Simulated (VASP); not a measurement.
Given:

```
CELL_PARAMETERS angstrom
      0.00000     2.56401     2.56401
      2.56401     0.00000     2.56401
      2.56401     2.56401     0.00000
ATOMIC_POSITIONS crystal
  In 0.99592 0.99624 0.00748
  N  0.25408 0.25376 0.24252
```

These are PBE GGA, VASP's PBE PAW potentials (set 64) (plane waves; VASP) values and carry that method's errors. Settings: 400 eV cut-off, 9×9×9 Γ-centred mesh, Gaussian smearing of 0.14 eV, potentials In_d N.

Problem. The ions are relaxed. What does this cell relax into?

Solution. 
```
CELL_PARAMETERS angstrom
      0.00000     2.56401     2.56401
      2.56401     0.00000     2.56401
      2.56401     2.56401     0.00000
ATOMIC_POSITIONS crystal
  In 0.00006 0.00004 0.00000
  N  0.24994 0.24996 0.25000
```
Space group F-43m (216), at a tolerance of 0.03 Å.

Problem. How much energy does the relaxation gain?

Solution. The energy (σ→0) changes by -4.1 meV/atom, in 5 ionic steps.

The structure comes from a computed database's InN entry; how it stands against other phases isn't given here. In the starting cell atoms are displaced from their ideal sites. This run relaxes the ions in a fixed cell. The run is one of a series of settings (EDIFFG = -0.005, IBRION = 2, NSW = 50 against the base run), some of them coarse on purpose.
